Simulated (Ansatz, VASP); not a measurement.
**Cu in VASP and in Ansatz**

```xyz
1
Lattice="0.0000 1.7894 1.8075 1.7894 0.0000 1.8075 1.7894 1.7894 0.0000" Properties=species:S:1:pos:R:3 pbc="T T T"
Cu    0.0000    0.0000    0.0000
```

Change from the starting cell: equal xx and yy strain of -1 %.

Alike in both runs: task single point; functional PBEsol; k mesh 19 × 19 × 19; occupations fermi-dirac, width 0.08 eV; no spin polarisation.

```csv
,VASP,Ansatz
version,VASP 6.6.1,Ansatz 0.2.0
potentials or method,"VASP PAW PBE potentials, release 64 (Cu), cutoff 520 eV","all-electron LAPW, scalar-relativistic"
```

Ansatz gave:

* pressure (GPa): -3.7
* largest component of the traceless stress (GPa): 0.36

Question: What did VASP give for the same quantities?

Answer: Pressure (GPa): -3.0; largest component of the traceless stress (GPa): 0.34.

Ansatz ran all-electron here, so the differences hold the error of VASP's frozen core and of both bases.

Caveats: the PAW data sets were made with another functional, which shifts forces and pressure a little (VASP).
